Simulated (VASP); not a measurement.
Runs of VASP 6.6.1 on Li. It takes space group Im-3m (No. 229, cubic). Conventional cell: a = 3.325 Å, b = 3.325 Å, c = 3.325 Å, α = 90.00°, β = 90.00°, γ = 90.00°. Around Li (site symmetry m-3m) lie 8 Li at 2.88 Å. 

```csv
task,cell,k mesh,cutoff (eV),gap on the mesh (eV),pressure (GPa),relaxed volume (Å³/atom)
single point,"Im-3m, 18.38 Å³/atom",16 × 16 × 16,520,none,-,-
relaxation of cell and atoms,relaxed,18 × 18 × 18,600,none,0.0,(a)
single point,"Im-3m, 18.38 Å³/atom",18 × 18 × 18,520,none,-,-
relaxation of cell and atoms,relaxed,16 × 16 × 16,600,none,0.0,18.06
```

Alike in all rows: level PBE+D3(BJ); potentials or basis VASP PAW PBE potentials, release 64 (Li_sv); no spin polarisation; smearing gaussian 0.1 eV.

**Question.** Estimate the missing entries.

**Answer.** (a) 18.17.

Caveats: the cutoff is under 1.25 times the usual one of these potentials, so pressure, stress and relaxed cells hold a basis-set (Pulay) error; pairwise dispersion overbinds metals, which lowers pressure and volume; the volume moved by over 15 % at a fixed basis, so the end points are rough (some runs); the volume moved by -16 % from the deposited cell, more than functionals usually miss (some runs).

A gap of «none» marks a metal or a gap under the smearing width.
